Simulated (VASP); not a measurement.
# Tc (P6_3/mmc) in VASP: a series of runs, part 4 of 7

VASP 6.6.1. Earlier steps stand in the parts before.

**45. Equation of state, PBE, 14.73 Å³/atom**

File INCAR:

```
SYSTEM = Tc
ADDGRID  = .FALSE.      
ALGO     = Normal         ! electronic algorithm
EDIFF    = 1E-6           ! SCF threshold, eV
ENCUT    = 450            ! plane-wave cutoff, eV
GGA      = PE             ! functional
ISIF     = 2              ! what is computed and relaxed
ISMEAR   = 0              ! smearing method
LASPH    = .TRUE.         ! aspherical terms in the spheres
LCHARG   = .FALSE.        ! write CHGCAR
LREAL    = .FALSE.        ! projectors in reciprocal space
LWAVE    = .FALSE.        ! write WAVECAR
NELM     = 100            ! most SCF steps
PREC     = Normal         ! precision mode
SIGMA    = 0.1            ! smearing width, eV
```

File KPOINTS:

```
k-points
0
G
  5 5 3
  0 0 0
```

File POSCAR:

```
Tc
1.0
    2.7671304773      0.0000000000      0.0000000000
   -1.3835652386      2.3964052890      0.0000000000
    0.0000000000      0.0000000000      4.4415473866
Tc
2
Direct
    0.6666666667      0.3333333333      0.7500000000
    0.3333333333      0.6666666667      0.2500000000
```

Potentials or basis: VASP PAW PBE potentials, release 64 (Tc_pv).

Started as:

```console
$ cat potpaw_PBE.64/Tc_pv/POTCAR > POTCAR
$ mpirun -np 1 vasp_std > vasp.out
```

Run time: 6.3 s. Hardware: 1 thread of AMD EPYC 7R43 (Zen 3), shared host; peak memory 0.07 GiB.

The run converged, but some of its settings lie outside the range that counts as converged, so its numbers aren't taken as properties of the crystal.

What came out:

| Quantity | Value |
| --- | --- |
| Free energy | -20.8115 eV |
| Pressure | -8.1 GPa |
| Band gap on the k mesh | none (metal or under the smearing width) |

Caveat: the k mesh is coarse (spacing up to 0.52 Å⁻¹), so the values aren't converged.

**46. Equation of state, PBE, 13.87 Å³/atom**

INCAR, as its differences from that of step 45:

```diff
@@ -10,6 +10,6 @@
 LCHARG   = .FALSE.        ! write CHGCAR
-LREAL    = .FALSE.        ! projectors in reciprocal space
+LREAL    = Auto         
 LWAVE    = .FALSE.        ! write WAVECAR
 NELM     = 100            ! most SCF steps
-PREC     = Normal         ! precision mode
+PREC     = Accurate       ! precision mode
 SIGMA    = 0.1            ! smearing width, eV
```

KPOINTS is that of step 45.

File POSCAR:

```
Tc
1.0
    2.7123213399      0.0000000000      0.0000000000
   -1.3561606700      2.3489391836      0.0000000000
    0.0000000000      0.0000000000      4.3535727201
Tc
2
Direct
    0.6666666667      0.3333333333      0.7500000000
    0.3333333333      0.6666666667      0.2500000000
```

Started as:

```console
$ cat potpaw_PBE.64/Tc_pv/POTCAR > POTCAR
$ mpirun -np 1 vasp_std > vasp.out
```

Wall time 13 s (1 thread of AMD EPYC 7R43 (Zen 3), shared host); peak memory 0.09 GiB.

The run converged, but some of its settings lie outside the range that counts as converged, so its numbers aren't taken as properties of the crystal.

What came out:

```
Free energy            : -20.7937 eV
Pressure               : 10.6 GPa
Band gap on the k mesh : none (metal or under the smearing width)
```

Caveat: the k mesh is coarse (spacing up to 0.53 Å⁻¹), so the values aren't converged.

**47. Equation of state, PBE, 14.73 Å³/atom**

INCAR is that of step 46.

KPOINTS is that of step 46.

File POSCAR:

```
Tc
1.0
    2.7671304773      0.0000000000      0.0000000000
   -1.3835652386      2.3964052890      0.0000000000
    0.0000000000      0.0000000000      4.4415473866
Tc
2
Direct
    0.6666666667      0.3333333333      0.7500000000
    0.3333333333      0.6666666667      0.2500000000
```

Started as:

```console
$ cat potpaw_PBE.64/Tc_pv/POTCAR > POTCAR
$ mpirun -np 1 vasp_std > vasp.out
```

It took 14 s on 1 thread of AMD EPYC 7R43 (Zen 3), shared host; peak memory 0.1 GiB.

These settings aren't checked as converged: the numbers below hold their error.

What came out:

```yaml
Free_energy: -20.8112 eV
Pressure: -8.0 GPa
Band_gap_on_the_k_mesh: none (metal or under the smearing width)
```

Caveat: the k mesh is coarse (spacing up to 0.52 Å⁻¹), so the values aren't converged.

**48. Equation of state, PBE, 13.87 Å³/atom**

INCAR, as its differences from that of step 47:

```diff
@@ -3,3 +3,3 @@
 ALGO     = Normal         ! electronic algorithm
-EDIFF    = 1E-6           ! SCF threshold, eV
+EDIFF    = 0.01           ! SCF threshold, eV
 ENCUT    = 450            ! plane-wave cutoff, eV
@@ -10,3 +10,3 @@
 LCHARG   = .FALSE.        ! write CHGCAR
-LREAL    = Auto         
+LREAL    = .FALSE.        ! projectors in reciprocal space
 LWAVE    = .FALSE.        ! write WAVECAR
```

KPOINTS is that of step 47.

File POSCAR:

```
Tc
1.0
    2.7123213399      0.0000000000      0.0000000000
   -1.3561606700      2.3489391836      0.0000000000
    0.0000000000      0.0000000000      4.3535727201
Tc
2
Direct
    0.6666666667      0.3333333333      0.7500000000
    0.3333333333      0.6666666667      0.2500000000
```

Potentials or basis: VASP PAW PBE potentials, release 64 (Tc_pv).

Started as:

```console
$ cat potpaw_PBE.64/Tc_pv/POTCAR > POTCAR
$ mpirun -np 1 vasp_std > vasp.out
```

It took 7 s on 1 thread of AMD EPYC 7R43 (Zen 3), shared host; peak memory 0.09 GiB.

The run converged, but some of its settings lie outside the range that counts as converged, so its numbers aren't taken as properties of the crystal.

Results:

- Free energy: -20.7939 eV
- Pressure: 10.3 GPa
- Band gap on the k mesh: none (metal or under the smearing width)

Caveat: the k mesh is coarse (spacing up to 0.53 Å⁻¹), so the values aren't converged.

**49. Equation of state, PBE, 14.73 Å³/atom**

INCAR is that of step 48.

KPOINTS is that of step 48.

File POSCAR:

```
Tc
1.0
    2.7671304773      0.0000000000      0.0000000000
   -1.3835652386      2.3964052890      0.0000000000
    0.0000000000      0.0000000000      4.4415473866
Tc
2
Direct
    0.6666666667      0.3333333333      0.7500000000
    0.3333333333      0.6666666667      0.2500000000
```

Started as:

```console
$ cat potpaw_PBE.64/Tc_pv/POTCAR > POTCAR
$ mpirun -np 1 vasp_std > vasp.out
```

Wall time 6.5 s (1 thread of AMD EPYC 7R43 (Zen 3), shared host); peak memory 0.09 GiB.

The run converged, but some of its settings lie outside the range that counts as converged, so its numbers aren't taken as properties of the crystal.

Results:

```yaml
Free_energy: -20.8113 eV
Pressure: -8.2 GPa
Band_gap_on_the_k_mesh: none (metal or under the smearing width)
```

Caveat: the k mesh is coarse (spacing up to 0.52 Å⁻¹), so the values aren't converged.

**50. Equation of state, PBE, 13.87 Å³/atom**

INCAR, as its differences from that of step 49:

```diff
@@ -3,3 +3,3 @@
 ALGO     = Normal         ! electronic algorithm
-EDIFF    = 0.01           ! SCF threshold, eV
+EDIFF    = 0.001          ! SCF threshold, eV
 ENCUT    = 450            ! plane-wave cutoff, eV
```

KPOINTS is that of step 49.

File POSCAR:

```
Tc
1.0
    2.7123213399      0.0000000000      0.0000000000
   -1.3561606700      2.3489391836      0.0000000000
    0.0000000000      0.0000000000      4.3535727201
Tc
2
Direct
    0.6666666667      0.3333333333      0.7500000000
    0.3333333333      0.6666666667      0.2500000000
```

Started as:

```console
$ cat potpaw_PBE.64/Tc_pv/POTCAR > POTCAR
$ mpirun -np 1 vasp_std > vasp.out
```

Run time: 7.1 s. Hardware: 1 thread of AMD EPYC 7R43 (Zen 3), shared host; peak memory 0.09 GiB.

These settings aren't checked as converged: the numbers below hold their error.

Results:

```
Free energy            : -20.7939 eV
Pressure               : 9.7 GPa
Band gap on the k mesh : none (metal or under the smearing width)
```

Caveat: the k mesh is coarse (spacing up to 0.53 Å⁻¹), so the values aren't converged.

**51. Equation of state, PBE, 14.73 Å³/atom**

INCAR is that of step 50.

KPOINTS is that of step 50.

File POSCAR:

```
Tc
1.0
    2.7671304773      0.0000000000      0.0000000000
   -1.3835652386      2.3964052890      0.0000000000
    0.0000000000      0.0000000000      4.4415473866
Tc
2
Direct
    0.6666666667      0.3333333333      0.7500000000
    0.3333333333      0.6666666667      0.2500000000
```

Potentials or basis: VASP PAW PBE potentials, release 64 (Tc_pv).

Started as:

```console
$ cat potpaw_PBE.64/Tc_pv/POTCAR > POTCAR
$ mpirun -np 1 vasp_std > vasp.out
```

Run time: 7 s. Hardware: 1 thread of AMD EPYC 7R43 (Zen 3), shared host; peak memory 0.1 GiB.

The run converged, but some of its settings lie outside the range that counts as converged, so its numbers aren't taken as properties of the crystal.

What came out:

```yaml
Free_energy: -20.8114 eV
Pressure: -8.9 GPa
Band_gap_on_the_k_mesh: none (metal or under the smearing width)
```

Caveat: the k mesh is coarse (spacing up to 0.52 Å⁻¹), so the values aren't converged.

**52. Equation of state, PBE, 13.87 Å³/atom**

INCAR, as its differences from that of step 51:

```diff
@@ -3,3 +3,3 @@
 ALGO     = Normal         ! electronic algorithm
-EDIFF    = 0.001          ! SCF threshold, eV
+EDIFF    = 1E-4           ! SCF threshold, eV
 ENCUT    = 450            ! plane-wave cutoff, eV
```

KPOINTS is that of step 51.

File POSCAR:

```
Tc
1.0
    2.7123213399      0.0000000000      0.0000000000
   -1.3561606700      2.3489391836      0.0000000000
    0.0000000000      0.0000000000      4.3535727201
Tc
2
Direct
    0.6666666667      0.3333333333      0.7500000000
    0.3333333333      0.6666666667      0.2500000000
```

Started as:

```console
$ cat potpaw_PBE.64/Tc_pv/POTCAR > POTCAR
$ mpirun -np 1 vasp_std > vasp.out
```

Wall time 8 s (1 thread of AMD EPYC 7R43 (Zen 3), shared host); peak memory 0.1 GiB.

The run converged, but some of its settings lie outside the range that counts as converged, so its numbers aren't taken as properties of the crystal.

Results:

```yaml
Free_energy: -20.7939 eV
Pressure: 9.8 GPa
Band_gap_on_the_k_mesh: none (metal or under the smearing width)
```

Caveat: the k mesh is coarse (spacing up to 0.53 Å⁻¹), so the values aren't converged.

**53. Equation of state, PBE, 14.73 Å³/atom**

INCAR is that of step 52.

KPOINTS is that of step 52.

File POSCAR:

```
Tc
1.0
    2.7671304773      0.0000000000      0.0000000000
   -1.3835652386      2.3964052890      0.0000000000
    0.0000000000      0.0000000000      4.4415473866
Tc
2
Direct
    0.6666666667      0.3333333333      0.7500000000
    0.3333333333      0.6666666667      0.2500000000
```

Started as:

```console
$ cat potpaw_PBE.64/Tc_pv/POTCAR > POTCAR
$ mpirun -np 1 vasp_std > vasp.out
```

It took 7.4 s on 1 thread of AMD EPYC 7R43 (Zen 3), shared host; peak memory 0.09 GiB.

The run converged, but some of its settings lie outside the range that counts as converged, so its numbers aren't taken as properties of the crystal.

What came out:

```yaml
Free_energy: -20.8114 eV
Pressure: -8.7 GPa
Band_gap_on_the_k_mesh: none (metal or under the smearing width)
```

Caveat: the k mesh is coarse (spacing up to 0.52 Å⁻¹), so the values aren't converged.

**54. Equation of state, PBE, 13.87 Å³/atom**

INCAR, as its differences from that of step 53:

```diff
@@ -3,3 +3,3 @@
 ALGO     = Normal         ! electronic algorithm
-EDIFF    = 1E-4           ! SCF threshold, eV
+EDIFF    = 1E-5           ! SCF threshold, eV
 ENCUT    = 450            ! plane-wave cutoff, eV
```

KPOINTS is that of step 53.

File POSCAR:

```
Tc
1.0
    2.7123213399      0.0000000000      0.0000000000
   -1.3561606700      2.3489391836      0.0000000000
    0.0000000000      0.0000000000      4.3535727201
Tc
2
Direct
    0.6666666667      0.3333333333      0.7500000000
    0.3333333333      0.6666666667      0.2500000000
```

Potentials or basis: VASP PAW PBE potentials, release 64 (Tc_pv).

Started as:

```console
$ cat potpaw_PBE.64/Tc_pv/POTCAR > POTCAR
$ mpirun -np 1 vasp_std > vasp.out
```

Run time: 7.2 s. Hardware: 1 thread of AMD EPYC 7R43 (Zen 3), shared host; peak memory 0.1 GiB.

These settings aren't checked as converged: the numbers below hold their error.

Results:

| Item | Value |
| --- | --- |
| Free energy | -20.7939 eV |
| Pressure | 10.5 GPa |
| Band gap on the k mesh | none (metal or under the smearing width) |

Caveat: the k mesh is coarse (spacing up to 0.53 Å⁻¹), so the values aren't converged.

**55. Equation of state, PBE, 14.73 Å³/atom**

INCAR is that of step 54.

KPOINTS is that of step 54.

File POSCAR:

```
Tc
1.0
    2.7671304773      0.0000000000      0.0000000000
   -1.3835652386      2.3964052890      0.0000000000
    0.0000000000      0.0000000000      4.4415473866
Tc
2
Direct
    0.6666666667      0.3333333333      0.7500000000
    0.3333333333      0.6666666667      0.2500000000
```

Started as:

```console
$ cat potpaw_PBE.64/Tc_pv/POTCAR > POTCAR
$ mpirun -np 1 vasp_std > vasp.out
```

Run time: 7.4 s. Hardware: 1 thread of AMD EPYC 7R43 (Zen 3), shared host; peak memory 0.09 GiB.

The run converged, but some of its settings lie outside the range that counts as converged, so its numbers aren't taken as properties of the crystal.

Results:

- Free energy: -20.8114 eV
- Pressure: -8.2 GPa
- Band gap on the k mesh: none (metal or under the smearing width)

Caveat: the k mesh is coarse (spacing up to 0.52 Å⁻¹), so the values aren't converged.

**56. Equation of state, PBE, 13.87 Å³/atom**

INCAR, as its differences from that of step 55:

```diff
@@ -1,5 +1,5 @@
 SYSTEM = Tc
-ADDGRID  = .FALSE.      
+ADDGRID  = .TRUE.       
 ALGO     = Normal         ! electronic algorithm
-EDIFF    = 1E-5           ! SCF threshold, eV
+EDIFF    = 1E-6           ! SCF threshold, eV
 ENCUT    = 450            ! plane-wave cutoff, eV
```

KPOINTS is that of step 55.

File POSCAR:

```
Tc
1.0
    2.7123213399      0.0000000000      0.0000000000
   -1.3561606700      2.3489391836      0.0000000000
    0.0000000000      0.0000000000      4.3535727201
Tc
2
Direct
    0.6666666667      0.3333333333      0.7500000000
    0.3333333333      0.6666666667      0.2500000000
```

Started as:

```console
$ cat potpaw_PBE.64/Tc_pv/POTCAR > POTCAR
$ mpirun -np 1 vasp_std > vasp.out
```

It took 12 s on 1 thread of AMD EPYC 7R43 (Zen 3), shared host; peak memory 0.14 GiB.

The run converged, but some of its settings lie outside the range that counts as converged, so its numbers aren't taken as properties of the crystal.

Results:

- Free energy: -20.7939 eV
- Pressure: 10.6 GPa
- Band gap on the k mesh: none (metal or under the smearing width)

Caveat: the k mesh is coarse (spacing up to 0.53 Å⁻¹), so the values aren't converged.

**57. Equation of state, PBE, 14.73 Å³/atom**

INCAR is that of step 56.

KPOINTS is that of step 56.

File POSCAR:

```
Tc
1.0
    2.7671304773      0.0000000000      0.0000000000
   -1.3835652386      2.3964052890      0.0000000000
    0.0000000000      0.0000000000      4.4415473866
Tc
2
Direct
    0.6666666667      0.3333333333      0.7500000000
    0.3333333333      0.6666666667      0.2500000000
```

Potentials or basis: VASP PAW PBE potentials, release 64 (Tc_pv).

Started as:

```console
$ cat potpaw_PBE.64/Tc_pv/POTCAR > POTCAR
$ mpirun -np 1 vasp_std > vasp.out
```

Run time: 12 s. Hardware: 1 thread of AMD EPYC 7R43 (Zen 3), shared host; peak memory 0.14 GiB.

These settings aren't checked as converged: the numbers below hold their error.

What came out:

- Free energy: -20.8114 eV
- Pressure: -8.1 GPa
- Band gap on the k mesh: none (metal or under the smearing width)

Caveat: the k mesh is coarse (spacing up to 0.52 Å⁻¹), so the values aren't converged.

**58. Equation of state, PBE, 13.87 Å³/atom**

INCAR, as its differences from that of step 57:

```diff
@@ -1,3 +1,3 @@
 SYSTEM = Tc
-ADDGRID  = .TRUE.       
+ADDGRID  = .FALSE.      
 ALGO     = Normal         ! electronic algorithm
@@ -8,3 +8,3 @@
 ISMEAR   = 0              ! smearing method
-LASPH    = .TRUE.         ! aspherical terms in the spheres
+LASPH    = .FALSE.        ! aspherical terms in the spheres
 LCHARG   = .FALSE.        ! write CHGCAR
```

KPOINTS is that of step 57.

File POSCAR:

```
Tc
1.0
    2.7123213399      0.0000000000      0.0000000000
   -1.3561606700      2.3489391836      0.0000000000
    0.0000000000      0.0000000000      4.3535727201
Tc
2
Direct
    0.6666666667      0.3333333333      0.7500000000
    0.3333333333      0.6666666667      0.2500000000
```

Started as:

```console
$ cat potpaw_PBE.64/Tc_pv/POTCAR > POTCAR
$ mpirun -np 1 vasp_std > vasp.out
```

Wall time 6.9 s (1 thread of AMD EPYC 7R43 (Zen 3), shared host); peak memory 0.09 GiB.

The run converged, but some of its settings lie outside the range that counts as converged, so its numbers aren't taken as properties of the crystal.

What came out:

- Free energy: -20.7939 eV
- Pressure: 10.6 GPa
- Band gap on the k mesh: none (metal or under the smearing width)

Caveat: the k mesh is coarse (spacing up to 0.53 Å⁻¹), so the values aren't converged.

**59. Equation of state, PBE, 14.73 Å³/atom**

INCAR is that of step 58.

KPOINTS is that of step 58.

File POSCAR:

```
Tc
1.0
    2.7671304773      0.0000000000      0.0000000000
   -1.3835652386      2.3964052890      0.0000000000
    0.0000000000      0.0000000000      4.4415473866
Tc
2
Direct
    0.6666666667      0.3333333333      0.7500000000
    0.3333333333      0.6666666667      0.2500000000
```

Started as:

```console
$ cat potpaw_PBE.64/Tc_pv/POTCAR > POTCAR
$ mpirun -np 1 vasp_std > vasp.out
```

Run time: 6.5 s. Hardware: 1 thread of AMD EPYC 7R43 (Zen 3), shared host; peak memory 0.09 GiB.

These settings aren't checked as converged: the numbers below hold their error.

Results:

```yaml
Free_energy: -20.8114 eV
Pressure: -8.1 GPa
Band_gap_on_the_k_mesh: none (metal or under the smearing width)
```

Caveat: the k mesh is coarse (spacing up to 0.52 Å⁻¹), so the values aren't converged.

**60. Equation of state, PBE, 13.87 Å³/atom**

File INCAR:

```
SYSTEM = Tc
ADDGRID  = .FALSE.      
ALGO     = Normal         ! electronic algorithm
EDIFF    = 1E-4           ! SCF threshold, eV
ENCUT    = 450            ! plane-wave cutoff, eV
GGA      = PE             ! functional
ISIF     = 2              ! what is computed and relaxed
ISMEAR   = 0              ! smearing method
LASPH    = .TRUE.         ! aspherical terms in the spheres
LCHARG   = .FALSE.        ! write CHGCAR
LREAL    = Auto         
LWAVE    = .FALSE.        ! write WAVECAR
NELM     = 100            ! most SCF steps
PREC     = Normal         ! precision mode
SIGMA    = 0.1            ! smearing width, eV
```

KPOINTS is that of step 59.

File POSCAR:

```
Tc
1.0
    2.7123213399      0.0000000000      0.0000000000
   -1.3561606700      2.3489391836      0.0000000000
    0.0000000000      0.0000000000      4.3535727201
Tc
2
Direct
    0.6666666667      0.3333333333      0.7500000000
    0.3333333333      0.6666666667      0.2500000000
```

Potentials or basis: VASP PAW PBE potentials, release 64 (Tc_pv).

Started as:

```console
$ cat potpaw_PBE.64/Tc_pv/POTCAR > POTCAR
$ mpirun -np 1 vasp_std > vasp.out
```

Run time: 5.3 s. Hardware: 1 thread of AMD EPYC 7R43 (Zen 3), shared host; peak memory 0.08 GiB.

The run converged, but some of its settings lie outside the range that counts as converged, so its numbers aren't taken as properties of the crystal.

Results:

```
Free energy            : -20.7941 eV
Pressure               : 9.7 GPa
Band gap on the k mesh : none (metal or under the smearing width)
```

Caveat: the k mesh is coarse (spacing up to 0.53 Å⁻¹), so the values aren't converged.

**61. Equation of state, PBE, 14.73 Å³/atom**

INCAR is that of step 60.

KPOINTS is that of step 60.

File POSCAR:

```
Tc
1.0
    2.7671304773      0.0000000000      0.0000000000
   -1.3835652386      2.3964052890      0.0000000000
    0.0000000000      0.0000000000      4.4415473866
Tc
2
Direct
    0.6666666667      0.3333333333      0.7500000000
    0.3333333333      0.6666666667      0.2500000000
```

Started as:

```console
$ cat potpaw_PBE.64/Tc_pv/POTCAR > POTCAR
$ mpirun -np 1 vasp_std > vasp.out
```

It took 6.5 s on 1 thread of AMD EPYC 7R43 (Zen 3), shared host; peak memory 0.08 GiB.

These settings aren't checked as converged: the numbers below hold their error.

What came out:

* Free energy: -20.8111 eV
* Pressure: -8.7 GPa
* Band gap on the k mesh: none (metal or under the smearing width)

Caveat: the k mesh is coarse (spacing up to 0.52 Å⁻¹), so the values aren't converged.

**62. Equation of state, PBE, 13.87 Å³/atom**

File INCAR:

```
SYSTEM = Tc
ADDGRID  = .FALSE.      
ALGO     = Normal         ! electronic algorithm
EDIFF    = 1E-6           ! SCF threshold, eV
ENCUT    = 250            ! plane-wave cutoff, eV
GGA      = PE             ! functional
ISIF     = 2              ! what is computed and relaxed
ISMEAR   = 0              ! smearing method
LASPH    = .TRUE.         ! aspherical terms in the spheres
LCHARG   = .FALSE.        ! write CHGCAR
LREAL    = .FALSE.        ! projectors in reciprocal space
LWAVE    = .FALSE.        ! write WAVECAR
NELM     = 100            ! most SCF steps
PREC     = Accurate       ! precision mode
SIGMA    = 0.1            ! smearing width, eV
```

File KPOINTS:

```
k-points
0
G
  7 7 4
  0 0 0
```

File POSCAR:

```
Tc
1.0
    2.7123213399      0.0000000000      0.0000000000
   -1.3561606700      2.3489391836      0.0000000000
    0.0000000000      0.0000000000      4.3535727201
Tc
2
Direct
    0.6666666667      0.3333333333      0.7500000000
    0.3333333333      0.6666666667      0.2500000000
```

Started as:

```console
$ cat potpaw_PBE.64/Tc_pv/POTCAR > POTCAR
$ mpirun -np 1 vasp_std > vasp.out
```

It took 7.1 s on 1 thread of AMD EPYC 7R43 (Zen 3), shared host; peak memory 0.08 GiB.

The run converged, but a check on its numbers failed (symmetry, net force, bounds or a known fault of this set-up), so they aren't taken as properties of the crystal.

Caveat: the k mesh is coarse (spacing up to 0.38 Å⁻¹), so the values aren't converged; the cutoff lies under the usual one of these potentials, so the numbers hold a large basis-set error.

(Continued in part 5 of 7.)
